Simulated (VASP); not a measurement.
Set up this calculation in VASP 6.6.1, as the native input.

```yaml
Task: relaxation of cell and atoms
Functional: PBE
Potentials_or_basis: VASP PAW PBE potentials, release 64 (Hf_pv, O)
Cutoff: 600 eV
k_mesh: 5 × 5 × 5
Occupations: fermi-dirac, width 0.05 eV
Spin: no spin polarisation
Further_INCAR_settings: ALGO = Normal; EDIFF = 1e-06; IBRION = 2; EDIFFG = -0.005; NSW = 60; ISIF = 3
```

The structure of HfO2 lies in POSCAR:

```
HfO2
1.0
    5.1180000000      0.0000000000      0.0000000000
    0.0000000000      5.1857000000      0.0000000000
   -0.8586630598      0.0000000000      5.2138671406
Hf O
4 8
Direct
    0.2755000000      0.4603000000      0.7080000000
    0.7245000000      0.9603000000      0.7920000000
    0.7245000000      0.5397000000      0.2920000000
    0.2755000000      0.0397000000      0.2080000000
    0.0742000000      0.1684000000      0.8467000000
    0.9258000000      0.6684000000      0.6533000000
    0.9258000000      0.8316000000      0.1533000000
    0.0742000000      0.3316000000      0.3467000000
    0.4487000000      0.7419000000      0.9801000000
    0.5513000000      0.2419000000      0.5199000000
    0.5513000000      0.2581000000      0.0199000000
    0.4487000000      0.7581000000      0.4801000000
```

The input as run:

INCAR

```
SYSTEM = HfO2
PREC = Accurate
ENCUT = 600
EDIFF = 1E-6
ISMEAR = -1
SIGMA = 0.05
LREAL = .False.
LASPH = .True.
NELM = 60
ALGO = Normal
ISIF = 3
LWAVE = .False.
LCHARG = .False.
GGA = PE
IBRION = 2
NSW = 60
EDIFFG = -0.005
```

KPOINTS

```
Automatic mesh
0
Gamma
  5 5 5
  0 0 0
```

Potentials or basis: VASP PAW PBE potentials, release 64 (Hf_pv, O).

Launch:

```sh
$ cat potpaw_PBE.64/Hf_pv/POTCAR potpaw_PBE.64/O/POTCAR > POTCAR
$ mpirun -np 1 vasp_std > vasp.out
```

It gave:

```yaml
Relaxed_volume: 11.66 Å³/atom
Relaxed_cell: a = 5.138 Å, b = 5.188 Å, c = 5.323 Å, α = 90.00°, β = 99.68°, γ = 90.00°
Space_group_after_relaxing_to_0.05_Å: P2_1/c (No. 14)
Energy_gained_by_relaxing: 3.2 meV/atom
Ionic_steps: 26
Pressure_after_relaxing: 0.0 GPa
Largest_force_after_relaxing: 0.004 eV/Å
Band_gap_on_the_k_mesh: 4.08 eV, indirect (least direct gap 4.16 eV)
```

Caveat: spin-orbit coupling is left out, which moves the levels of the heavy elements; an odd mesh through Γ misses points on the zone boundary, where band edges often lie.

Run time: 34 min on 1 thread of Intel(R) Xeon(R) 6975P-C (Granite Rapids), on a shared host, peak memory 0.44 GiB.
